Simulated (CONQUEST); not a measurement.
Runs of CONQUEST 1.3 on KI. It takes space group Fm-3m (No. 225, cubic). Conventional cell: a = 7.066 Å, b = 7.066 Å, c = 7.066 Å, α = 90.00°, β = 90.00°, γ = 90.00°. I (site symmetry m-3m) is surrounded by 6 K at 3.53 Å. K (site symmetry m-3m) is surrounded by 6 I at 3.53 Å. 

```csv
task,level,potentials or basis,spin,cell,k mesh,smearing,SCF tolerance,max steps of the ions,cell optimisation,ensemble,temperature,other keys,mesh quality,gap on the mesh (eV),pressure (GPa),moment (μB)
single point,PBE+D2,"PseudoDojo NC PBE, SZP, grid cutoff 120 Ha",off,as given,5 × 5 × 3,fermi-dirac 0.003 eV,1e-06,-,-,-,-,General.NeutralAtom = F,not flagged,(a),-0.2,-
relaxation of cell and atoms,BLYP,"PseudoDojo NC PBE, DZ, grid cutoff 80 Ha","collinear, antiferromagnetic start",relaxed,"3 × 3 × 2, shifted",fermi-dirac 0.027 eV,1e-06,25,edges and atoms together,-,-,General.NeutralAtomProjector = T; Diag.GammaCentred = F; …,coarse,-,0.0,0.00
single point,AM05,"PseudoDojo NC PBEsol, SZ, grid cutoff 100 Ha",off,as given,4 × 4 × 3,fermi-dirac 0.05 eV,1e-06,-,-,-,-,-,not flagged,(b),0.5,-
single point,LDA,"PseudoDojo NC LDA, SZ, grid cutoff 120 Ha","collinear, random start","atoms moved at random, drawn with an rms of 0.05 Å",6 × 6 × 4,fermi-dirac 0.2 eV,1e-06,-,-,-,-,AtomMove.CalcStress = F; SC.MaxPulay = 8,not flagged,3.27,-,0.00
single point,LDA-GTH,"PseudoDojo NC LDA, DZP, grid cutoff 120 Ha",off,as given,5 × 5 × 3,fermi-dirac 0.1 eV,1e-06,-,-,-,-,-,not flagged,3.71,-1.4,-
```

Q: Estimate the missing entries.

A: (a) 4.23; (b) 3.76.

Caveats: some runs use coarse meshes; the basis of atomic orbitals isn't converged, which shifts pressures, moduli and gaps; the atomic basis is small (some runs); spin-orbit coupling is left out, which moves the levels of the heavy elements (some runs); an odd mesh through Γ misses points on the zone boundary, where band edges often lie (some runs); the real-space grid breaks the cell's symmetry a little (some runs); the potentials were made for another functional, which shifts forces and pressure (some runs); only the three edges of the box relax, its angles stay right (some runs).

A k mesh can miss the band edges, and the runs leave out spin-orbit coupling on I.
